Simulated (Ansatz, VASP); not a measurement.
# BeSe in VASP and in Ansatz

```
Be Se
1.0
     0.00000    2.58883    2.58883
     2.58883    0.00000    2.58883
     2.58883    2.58883    0.00000
Be Se
1 1
Direct
  0.00000 0.00000 0.00000
  0.25000 0.25000 0.25000
```

Alike in both runs: functional PBE; k mesh 8 × 8 × 8; occupations gaussian, width 0.02 eV; no spin polarisation.

Ansatz relaxed the structure, and its values are those at the end. VASP's run is a single point on that final structure, the one shown.

|  | VASP | Ansatz |
| --- | --- | --- |
| version | VASP 6.6.1 | Ansatz 0.2.0 |
| potentials or method | VASP PAW PBE potentials, release 64 (Be, Se) | scalar-relativistic, plane waves, PAW |
| plane-wave cutoff (eV) | 520 | 420 |
| valence electrons in the cell | 8 | 18 |

VASP gave:

| Item | Value |
| --- | --- |
| gap on the k mesh at the Fermi level (eV) | 2.66 |
| least direct gap on the mesh (eV) | 4.22 |
| pressure (GPa) | 0.2 |

Question: Estimate Ansatz's values.

Answer: gap on the k mesh at the Fermi level (eV): 2.67; least direct gap on the mesh (eV): 4.22; pressure (GPa): 0.0.

The two sets of potentials don't hold the same shells in valence.

A k mesh can miss the band edges. As with any semilocal functional, this PBE gap is likely too small.
